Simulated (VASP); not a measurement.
Write the native input for VASP 6.6.1 that does the following.

```yaml
Task: single point
Functional: PBE
Potentials_or_basis: VASP PAW PBE potentials, release 64 (Mg, O)
Cutoff: 520 eV
k_mesh: 9 × 9 × 6
Occupations: gaussian, width 0.02 eV
Spin: no spin polarisation
Dipole_correction: no
Further_INCAR_settings: ALGO = Normal; EDIFF = 1e-07; NBANDS = 16
```

The structure of MgO lies in POSCAR:

```
MgO
1.0
    3.4635072239      0.0000000000      0.0000000000
   -1.7317536120      2.9994852421      0.0000000000
    0.0000000000      0.0000000000      4.0252920330
Mg O
2 2
Direct
    0.6666666700      0.3333333300      0.7500000000
    0.3333333300      0.6666666700      0.2500000000
    0.6666666700      0.3333333300      0.2500000000
    0.3333333300      0.6666666700      0.7500000000
```

Measurements of this composition are mostly on another form, of space group No. 225.

The cell isn't the ideal one: strained and moved within the space group.

The input as run:

INCAR

```
PREC = Accurate
ENCUT = 520
EDIFF = 1E-7
ISMEAR = 0
SIGMA = 0.02
LREAL = False
LASPH = True
NELM = 100
ALGO = Normal
ISIF = 2
LWAVE = False
LCHARG = False
GGA = PE
NBANDS = 16
```

KPOINTS

```
Automatic mesh
0
Gamma
  9 9 6
```

Potentials or basis: VASP PAW PBE potentials, release 64 (Mg, O).

The run is started by

```sh
$ cat potpaw_PBE.64/Mg/POTCAR potpaw_PBE.64/O/POTCAR > POTCAR
$ mpirun -np 1 vasp_std > vasp.out
```

It gave:

```json
{
  "Pressure": "12.6 GPa",
  "Band gap on the k mesh": "3.72 eV, direct"
}
```

Wall time 14 s on 1 thread of Intel(R) Xeon(R) 6975P-C (Granite Rapids), with other jobs on the host, peak memory 0.17 GiB.
